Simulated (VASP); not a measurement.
Runs of VASP 6.6.1 on BaTiO3. The structure is tetragonal, space group P4mm (No. 99). Conventional cell: a = 3.967 Å, b = 3.967 Å, c = 4.066 Å, α = 90.00°, β = 90.00°, γ = 90.00°. Ba (site symmetry 4mm) has 12 O at 2.79 to 2.89 Å as nearest neighbours. Around Ti (site symmetry 4mm) lie 5 O at 1.84 to 1.99 Å. O (site symmetry 4mm) is surrounded by 1 Ti at 1.84 Å. O (site symmetry 2mm) is surrounded by 2 Ti at 1.99 Å. 

| task | level | spin | cell | k mesh | cutoff (eV) | gap on the mesh (eV) | pressure (GPa) | largest force (eV/Å) |
| --- | --- | --- | --- | --- | --- | --- | --- | --- |
| band structure | PBEsol | off | P4mm, 12.8 Å³/atom | 8 × 8 × 8 | 520 | 1.76 | 0.1 | - |
| band structure | PBEsol | SOC, no magnetisation | P4mm, 12.8 Å³/atom | 6 × 6 × 6 | 520 | - | 0.1 | 0.01 |
| relaxation of cell and atoms | PBEsol | off | relaxed | 8 × 8 × 8 | 600 | 1.76 | 0.0 | - |
| band structure | r2SCAN | off | P4mm, 12.8 Å³/atom | 8 × 8 × 8 | 520 | 2.21 | 3.5 | (a) |

Alike in all rows: potentials or basis VASP PAW PBE potentials, release 64 (Ba_sv, Ti_sv, O); smearing gaussian 0.03 eV.

Problem. Estimate the missing entries.

Solution. (a) 0.09.

Caveats: the PAW data sets were made with another functional, which shifts forces and pressure a little; spin-orbit coupling is left out, which moves the levels of the heavy elements (some runs).

A k mesh can miss the band edges, and rows without SOC leave out spin-orbit coupling on Ba.
